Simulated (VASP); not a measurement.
Here is a VASP 6.6.1 calculation.

Contents of POSCAR:

```
BAs
1.0
    0.0000000000      2.3885000000      2.3885000000
    2.3885000000      0.0000000000      2.3885000000
    2.3885000000      2.3885000000      0.0000000000
As B
1 1
Direct
    0.7500000000      0.7500000000      0.7500000000
    0.0000000000      0.0000000000      0.0000000000
```

INCAR.step1

```
SYSTEM = BAs
PREC = Accurate ; ENCUT = 520
EDIFF = 1E-5 ; ISMEAR = -1
SIGMA = 0.05 ; LREAL = .FALSE.
LASPH = .TRUE. ; NELM = 60
ALGO = Normal ; ISIF = 2
LWAVE = .TRUE. ; LCHARG = .FALSE.
NBANDS = 11 ; GGA = PE
```

File INCAR.step2:

```
SYSTEM = BAs
PREC = Accurate ; ENCUT = 520
EDIFF = 1E-7 ; ISMEAR = -1
SIGMA = 0.05 ; LREAL = .FALSE.
LASPH = .TRUE. ; NELM = 60
ALGO = Normal ; ISIF = 2
LWAVE = .FALSE. ; LCHARG = .FALSE.
GGA = PE ; LHFCALC = .TRUE.
HFSCREEN = 0.15 ; AEXX = 0.25
PRECFOCK = Fast ; NBANDS = 11
ISTART = 1
```

KPOINTS

```
regular mesh
0
G
  5 5 5
  0 0 0
```

Potentials or basis: VASP PAW PBE potentials, release 64 (As, B).

Launch:

```console
$ cat potpaw_PBE.64/As/POTCAR potpaw_PBE.64/B/POTCAR > POTCAR
$ cp INCAR.step1 INCAR
$ mpirun -np 1 vasp_std > vasp.out
$ cp INCAR.step2 INCAR
$ mpirun -np 1 vasp_std > vasp.out
```

Q: What does it give for the pressure?

A: -0.6 GPa.

Q: What does it give for the band gap on the k mesh?

A: 2.00 eV, indirect (least direct gap 4.27 eV).

Caveat: the k mesh is coarse (spacing up to 0.46 Å⁻¹), so the values aren't converged, least of all with exact exchange; the PAW data sets were made with another functional, which shifts forces and pressure a little; an odd mesh through Γ misses points on the zone boundary, where band edges often lie.
